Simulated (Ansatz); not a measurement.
CdS in the NiAs structure, relaxed with r2SCAN. Cd has 6 S at 2.74 Å; S has 6 Cd at 2.74 Å.

Space group P6_3/mmc (No. 194). a = 3.841 Å, b = 3.841 Å, c = 6.445 Å, α = 90.00°, β = 90.00°, γ = 120.00°
```
atom  site  symmetry       x       y       z
  Cd    2a      -3m.  0.0000  0.0000  0.0000
   S    2c      -6m2  0.3333  0.6667  0.2500
```

The questions ask for values computed with Ansatz 0.2.0 on this geometry. Spin-unpolarised throughout. Whether this structure exists isn't addressed.

Question: What gap does r2SCAN give, and where are the band edges?

Answer: r2SCAN gives a direct gap of 1.26 eV at Γ.

Question: How does the gap change from r2SCAN to PBE (12×12×4)?

Answer: PBE gives a direct gap of 0.64 eV at Γ. The gap differs by -0.62 eV from r2SCAN's.

Question: How does the gap change from r2SCAN to DDH-PBE0 (6×6×4)?

Answer: DDH-PBE0 gives a direct gap of 1.30 eV at Γ. The share of exact exchange is 0.105. The gap differs by +0.04 eV from r2SCAN's.

Question: What does PBE0 give for the gap (6×6×4 mesh)?

Answer: PBE0 gives a direct gap of 2.28 eV at Γ. The gap differs by +1.02 eV from r2SCAN's.

Question: What does r2SCAN0 give for the gap (6×6×4 mesh)?

Answer: r2SCAN0 gives a direct gap of 2.70 eV at Γ. The gap differs by +1.44 eV from r2SCAN's.

Question: What does G0W0@PBE with 245 empty bands, a screening cutoff of 120 eV and a 6×6×2 mesh give?

Answer: 1.25 eV (the shift on the mesh added to PBE's least gap). Over the mesh points the PBE gap of 0.64 eV becomes a quasiparticle gap of 1.25 eV (direct at Γ), a change of +0.62 eV. Renormalisation factors Z lie between 0.72 and 0.79. No extrapolation in bands, cutoff or mesh was made for G0W0.

Question: Relaxed again with PBEsol, is the cell stable at the zone centre, and where do its optical modes lie?

Answer: The zone-centre optical frequencies run from 59 to 264 cm⁻¹, none imaginary (the rest of the zone wasn't tested). The long-range field leaves the highest mode where it is. By the program's warning the force constants, and with them frequencies and ε⁰, aren't converged on this mesh.

Spin-orbit coupling is left out.

The meshes of the hybrids are coarse, so their gaps aren't converged to the digits shown.

With a shallow d shell on the cation, G0W0 converges slowly in bands and cutoff, so these values are in doubt.

Run but not listed, since they were read on a mesh alone, on too coarse a mesh, or into states of the vacuum: HSE06+SOC.
